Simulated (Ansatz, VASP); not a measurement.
PbF2: VASP beside Ansatz

```
Pb F
1.0
     0.00000    2.96985    2.96985
     2.96985    0.00000    2.96985
     2.96985    2.96985    0.00000
Pb F
1 2
Direct
  0.00000 0.00000 0.00000
  0.18687 0.18687 0.31313
  0.68687 0.68687 0.81313
```

Change from the starting cell: all F atoms moved +0.375 Å, as atom 2 towards its neighbour atom 3 (F) at 2.970 Å.

Alike in both runs: task single point; functional LDA; k mesh 8 × 8 × 8; occupations gaussian, width 0.05 eV; no spin polarisation.

```csv
,VASP,Ansatz
version,VASP 6.6.1,Ansatz 0.2.0
potentials or method,"VASP PAW LDA potentials, release 64 (Pb_d, F)","scalar-relativistic, plane waves, PAW"
plane-wave cutoff (eV),520,420
valence electrons in the cell,28,28
```

|  | VASP | Ansatz | Ansatz less VASP |
| --- | --- | --- | --- |
| gap on the k mesh at the Fermi level (eV) | 4.07 | 4.11 | +0.042 |
| least direct gap on the mesh (eV) | 4.46 | 4.51 | +0.044 |
| pressure (GPa) | -1.8 | -1.8 | -0.04 |
| largest component of the traceless stress (GPa) | 0.47 | 0.53 | +0.061 |
| rms of the force components (eV/Å) | 0.266 | 0.253 | -0.0126 |

Atom by atom the forces differ by 0.013 eV/Å (rms over components).

Caveats: spin-orbit coupling is left out, which as a rule narrows the gap of such compounds by several tenths of an eV. A k mesh can miss the band edges.
